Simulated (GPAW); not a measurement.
# FeO (Wuestite) (Fm-3m) in GPAW: further runs, part 2 of 2

GPAW 26.7.0. The steps go on from the part before.

### 3 Relaxation of cell and atoms, LDA, collinear spin, ferromagnetic start

Contents of run.py:

```python
from ase import Atoms
from ase.filters import FrechetCellFilter
from ase.io import write
from ase.optimize import BFGS
from gpaw import GPAW, PW

atoms = Atoms(['Fe', 'O'],
              cell=[[0.0, 2.1554, 2.1554],
                    [2.1554, 0.0, 2.1554],
                    [2.1554, 2.1554, 0.0]],
              scaled_positions=[[0.0, 0.0, 0.0],
                                [0.5, 0.5, 0.5]],
              pbc=True)
atoms.set_initial_magnetic_moments([3.0, 0.0])

calc = GPAW(mode=PW(800),
            xc='LDA',
            kpts={'size': (8, 8, 8), 'gamma': True},
            occupations={'name': 'fermi-dirac', 'width': 0.05},
            nbands=17,
            convergence={'density': 1e-05, 'forces': 0.0001},
            maxiter=150,
            txt='gpaw.txt')
atoms.calc = calc
opt = BFGS(FrechetCellFilter(atoms), trajectory='relax.traj', logfile='-')
done = opt.run(fmax=0.02, steps=60)
calc.write('gs.gpw')
write('result.traj', atoms)
print('Converged:', done)
print('Cell:', atoms.cell.cellpar().round(4))
print('Volume:', round(atoms.get_volume(), 4))
print(atoms.get_scaled_positions().round(5))
```

Potentials or basis: the program's PAW data sets (release 1.2.1) made for this functional, pw.

On the command line:

```console
$ OMP_NUM_THREADS=1 python run.py
```

gpaw.txt:

```text
__  _  _
 | _ |_)|_||  |
 |__||  | ||/\| - 26.7.0

Input parameters:
  mode=PW(ecut=800.0),
  convergence={'density': 1e-05, 'forces': 0.0001},
  kpts=MonkhorstPack(size=(8, 8, 8), gamma=True),
  maxiter=150,
  nbands=17,
  occupations=Occupations(name='fermi-dirac', width=0.05),
  xc=XC(name='LDA')

Diagonalizing LCAO Hamiltonian
Converting LCAO to pw mode

              O

       Fe

Atoms  # Å, Bohr magnetons
|   | symbol |        x |        y |        z |    initial magnetic moments |
|---|--------|----------|----------|----------|-----------------------------|
| 0 |     Fe | 0.000000 | 0.000000 | 0.000000 | ( 0.0000,  0.0000,  3.0000) |
| 1 |      O | 2.155400 | 2.155400 | 2.155400 | ( 0.0000,  0.0000,  0.0000) |

Unit cell  # Å
| periodic |        x |        y |        z |  lengths |    angles |
|----------|----------|----------|----------|----------|-----------|
|      yes | 0.000000 | 2.155400 | 2.155400 | 3.048196 | 60.000000 |
|      yes | 2.155400 | 0.000000 | 2.155400 | 3.048196 | 60.000000 |
|      yes | 2.155400 | 2.155400 | 0.000000 | 3.048196 | 60.000000 |

Number of symmetries: 48
Symmetry operations  # r_c * U_cc + t_c -> r_c
|    | kind |            matrix            |
|----|------|------------------------------|
|  0 |  σ   |  1, 0, 0,  1, 0,-1,  1,-1, 0 |
|  1 |  C2  |  1, 0, 0,  1,-1, 0,  1, 0,-1 |
[... 570 lines left out ...]
|  5 |  S6  |  1, 0,-1,  1,-1, 0,  1, 0, 0 |
|  6 |  σ   |  1, 0,-1,  0, 1,-1,  0, 0,-1 |
|  7 |  C3  |  1, 0,-1,  0, 0,-1,  0, 1,-1 |
|  8 |  S6  |  1,-1, 0,  1, 0, 0,  1, 0,-1 |
[... 236 lines left out ...]
No gap
No difference between direct/indirect transitions

Stress tensor  # eV/Ang^3
|         x |         y |        z |
|-----------|-----------|----------|
|  0.003165 | -0.000000 | 0.000000 |
| -0.000000 |  0.003165 | 0.000000 |
|  0.000000 |  0.000000 | 0.003165 |

Forces  # eV/Ang
|        x |        y |        z |
|----------|----------|----------|
|  0.00000 | -0.00000 | -0.00000 |  # Fe   0
| -0.00000 |  0.00000 |  0.00000 |  # O    1
[... 5 lines left out ...]
       Fe

Atoms  # Å, Bohr magnetons
|   | symbol |        x |         y |        z |    initial magnetic moments |
|---|--------|----------|-----------|----------|-----------------------------|
| 0 |     Fe | 0.000000 | -0.000000 | 0.000000 | ( 0.0000,  0.0000,  3.3960) |
| 1 |      O | 2.092480 |  2.092480 | 2.092480 | ( 0.0000,  0.0000,  0.2348) |

Unit cell  # Å
| periodic |        x |        y |         z |  lengths |    angles |
|----------|----------|----------|-----------|----------|-----------|
|      yes | 0.000000 | 2.092480 |  2.092480 | 2.959214 | 60.000000 |
|      yes | 2.092480 | 0.000000 |  2.092480 | 2.959214 | 60.000000 |
|      yes | 2.092480 | 2.092480 | -0.000000 | 2.959214 | 60.000000 |

Number of symmetries: 48
Symmetry operations  # r_c * U_cc + t_c -> r_c
|    | kind |            matrix            |
|----|------|------------------------------|
|  0 |  σ   |  1, 0, 0,  1, 0,-1,  1,-1, 0 |
|  1 |  C2  |  1, 0, 0,  1,-1, 0,  1, 0,-1 |
|  2 |  E   |  1, 0, 0,  0, 1, 0,  0, 0, 1 |
|  3 |  σ   |  1, 0, 0,  0, 0, 1,  0, 1, 0 |
|  4 |  C4  |  1, 0,-1,  1, 0, 0,  1,-1, 0 |
|  5 |  S6  |  1, 0,-1,  1,-1, 0,  1, 0, 0 |
|  6 |  σ   |  1, 0,-1,  0, 1,-1,  0, 0,-1 |
|  7 |  C3  |  1, 0,-1,  0, 0,-1,  0, 1,-1 |
|  8 |  S6  |  1,-1, 0,  1, 0, 0,  1, 0,-1 |
[... 234 lines left out ...]
No gap
No difference between direct/indirect transitions

Stress tensor  # eV/Ang^3
|         x |         y |         z |
|-----------|-----------|-----------|
| -0.000397 | -0.000000 |  0.000000 |
| -0.000000 | -0.000397 |  0.000000 |
|  0.000000 |  0.000000 | -0.000397 |

Forces  # eV/Ang
|        x |        y |        z |
|----------|----------|----------|
|  0.00000 | -0.00000 | -0.00000 |  # Fe   0
| -0.00000 |  0.00000 |  0.00000 |  # O    1

# Writing to gs.gpw (mode='')
```

stdout:

```text
Step          Energy          fmax
BFGS:    0      -17.606415        0.956629
BFGS:    1      -17.639278        0.729005
BFGS:    2      -17.683488        0.029074
BFGS:    3      -17.683281        0.003641
Converged: True
Cell: [ 2.9592  2.9592  2.9592 60.     60.     60.    ]
Volume: 18.3237
[[0.  0.  0. ]
 [0.5 0.5 0.5]]
```

Wall time 66 s (1 thread of Arm Neoverse V1, shared host); peak memory 0.21 GiB.

Results:

| Quantity | Value |
| --- | --- |
| Free energy | -17.6833 eV |
| Relaxed volume | 9.16 Å³/atom |
| Relaxed cell | a = 2.959 Å, b = 2.959 Å, c = 2.959 Å, α = 60.00°, β = 60.00°, γ = 60.00° |
| Space group after relaxing (to 0.05 Å) | Fm-3m (No. 225) |
| Energy gained by relaxing | 38.2 meV/atom |
| Ionic steps | 4 |
| Pressure after relaxing | 0.1 GPa |
| Band gap on the k mesh | none (metal or under the smearing width) |
| Net moment | 3.84 μB per cell |
| Site moments | Fe +3.39; O +0.23 μB |

The path:
| step | energy change (eV) | largest force (eV/Å) | pressure (GPa) | volume (Å³) |
| --- | --- | --- | --- | --- |
| 1 | 0.0000 | 0.0000 | -15.31 | 20.03 |
| 2 | -0.0328 | 0.0000 | -11.91 | 19.62 |
| 3 | -0.0765 | 0.0000 | -0.51 | 18.37 |
| 4 | -0.0763 | 0.0000 | 0.06 | 18.32 |

Final structure:
```xyz
2
Lattice="0.0000 2.0925 2.0925 2.0925 0.0000 2.0925 2.0925 2.0925 0.0000" Properties=species:S:1:pos:R:3 pbc="T T T"
Fe    0.0000    0.0000    0.0000
O     2.0925    2.0925    2.0925
```

Caveat: each step starts from the last one's moments, so a moment once lost doesn't come back; later steps reuse the first step's grids; a cell with one magnetic atom can't hold antiferromagnetic order, which such compounds often take; semilocal functionals often make such compounds metallic where correlation or magnetic order opens a gap, which also shifts bond lengths.

### 4 Relaxation of cell and atoms, PBE, collinear spin, ferromagnetic start

run.py, as its differences from that of step 3:

```diff
@@ -16,3 +16,3 @@
 calc = GPAW(mode=PW(800),
-            xc='LDA',
+            xc='PBE',
             kpts={'size': (8, 8, 8), 'gamma': True},
```

Potentials or basis: GPAW PAW data sets (gpaw-data 1.2.1), pw.

On the command line:

```console
$ OMP_NUM_THREADS=1 python run.py
```

Run time: 47 s. Hardware: 1 thread of Arm Neoverse V1, shared host; peak memory 0.19 GiB.

Results (log left out):

```
Free energy                            : -15.9246 eV
Relaxed volume                         : 10.06 Å³/atom
Relaxed cell                           : a = 3.053 Å, b = 3.053 Å, c = 3.053 Å, α = 60.00°, β = 60.00°, γ = 60.00°
Space group after relaxing (to 0.05 Å) : Fm-3m (No. 225)
Energy gained by relaxing              : 0.3 meV/atom
Ionic steps                            : 3
Pressure after relaxing                : 0.0 GPa
Band gap on the k mesh                 : none (metal or under the smearing width)
Net moment                             : 4.00 μB per cell
Site moments                           : Fe +3.55; O +0.24 μB
```

Step by step:
| step | energy change (eV) | largest force (eV/Å) | pressure (GPa) | volume (Å³) |
| --- | --- | --- | --- | --- |
| 1 | 0.0000 | 0.0000 | 0.91 | 20.03 |
| 2 | -0.0001 | 0.0000 | 0.67 | 20.05 |
| 3 | -0.0005 | 0.0000 | 0.01 | 20.12 |

Final structure:
```cif
data_structure
_symmetry_space_group_name_H-M 'P 1'
_symmetry_Int_Tables_number 1
_cell_length_a 3.0529
_cell_length_b 3.0529
_cell_length_c 3.0529
_cell_angle_alpha 60.000
_cell_angle_beta 60.000
_cell_angle_gamma 60.000
_cell_volume 20.12
loop_
_atom_site_label
_atom_site_type_symbol
_atom_site_fract_x
_atom_site_fract_y
_atom_site_fract_z
_atom_site_occupancy
Fe1 Fe 0.00000 0.00000 0.00000 1
O1 O 0.50000 0.50000 0.50000 1
```

Levels at points of the mesh, in eV from the Fermi level:
Spin up:
| k point | band 6 | band 7 | band 8 | band 9 | band 10 | band 11 | band 12 | band 13 |
| --- | --- | --- | --- | --- | --- | --- | --- | --- |
| (0.00, 0.00, 0.00) | -3.89 | -3.89 | -3.69 | -3.69 | -0.10 | 15.25 | 16.85 | 16.85 |
| (0.50, 0.50, 0.00) | -3.30 | -2.81 | -2.79 | -2.79 | 5.08 | 8.55 | 10.66 | 14.46 |
| (0.50, 0.50, 0.50) | -3.07 | -2.51 | -0.38 | -0.38 | 3.90 | 8.28 | 12.33 | 12.33 |
Spin down:
| k point | band 2 | band 3 | band 4 | band 5 | band 6 | band 7 | band 8 | band 9 |
| --- | --- | --- | --- | --- | --- | --- | --- | --- |
| (0.00, 0.00, 0.00) | -3.39 | -3.39 | -3.39 | -0.74 | -0.74 | -0.74 | 0.20 | 0.20 |
| (0.50, 0.50, 0.00) | -7.04 | -4.56 | -4.56 | -2.14 | 0.75 | 0.76 | 0.76 | 1.15 |
| (0.50, 0.50, 0.50) | -8.11 | -5.24 | -5.24 | 0.40 | 0.40 | 0.59 | 2.79 | 2.79 |

Caveat: each step starts from the last one's moments, so a moment once lost doesn't come back; later steps reuse the first step's grids; a cell with one magnetic atom can't hold antiferromagnetic order, which such compounds often take; semilocal functionals often make such compounds metallic where correlation or magnetic order opens a gap, which also shifts bond lengths. With open d or f shells a metallic result of PBE can be an artefact of self-interaction; +U or a hybrid may open a gap.

### 5 Overview

| level | potentials or basis | gap on the mesh (eV) | pressure (GPa) | moment (μB) | relaxed volume (Å³/atom) |
| --- | --- | --- | --- | --- | --- |
| PBE+D4 | GPAW PAW data sets (gpaw-data 1.2.1), pw | none | 0.3 | 4.00 | 9.85 |
| LDA | the program's PAW data sets (release 1.2.1) made for this functional, pw | none | 0.1 | 3.84 | 9.16 |
| PBE | GPAW PAW data sets (gpaw-data 1.2.1), pw | none | 0.0 | 4.00 | 10.06 |

Alike in all rows: task relaxation of cell and atoms; spin collinear, ferromagnetic start; cell relaxed; k mesh 8 × 8 × 8; cutoff (eV) 800; smearing fermi-dirac 0.05 eV.

Caveats: each step starts from the last one's moments, so a moment once lost doesn't come back; later steps reuse the first step's grids; a cell with one magnetic atom can't hold antiferromagnetic order, which such compounds often take; semilocal functionals often make such compounds metallic where correlation or magnetic order opens a gap, which also shifts bond lengths; pairwise dispersion overbinds metals, which lowers pressure and volume (some runs).

Absolute energies hang on the potentials; compare differences alone.
